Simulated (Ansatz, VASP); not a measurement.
NaCl: VASP beside Ansatz

```
Na Cl
1.0
     0.00000    2.85770    2.85770
     2.85770    0.00000    2.85770
     2.85770    2.85770    0.00000
Na Cl
1 1
Direct
  0.00000 0.00000 0.00000
  0.50000 0.50000 0.50000
```

Alike in both runs: task single point; functional r2SCAN; k mesh 6 × 6 × 6; no spin polarisation.

|  | VASP | Ansatz |
| --- | --- | --- |
| version | VASP 6.6.1 | Ansatz 0.2.0 |
| potentials or method | VASP PAW PBE potentials, release 64 (Na_pv, Cl) | plane waves, PAW |
| plane-wave cutoff (eV) | 520 | 500 |
| occupations | gaussian, width 0.01 eV | fixed |
| valence electrons in the cell | 14 | 16 |

```csv
,VASP,Ansatz,Ansatz less VASP
gap on the k mesh at the Fermi level (eV),5.76,5.74,-0.023
pressure (GPa),-1.6,-1.4,+0.21
```

The two sets of potentials don't hold the same shells in valence.

Caveats: the PAW data sets were made with another functional, which shifts forces and pressure a little (VASP). r2SCAN opens gaps a little over a GGA but as a rule still falls short of measured ones.
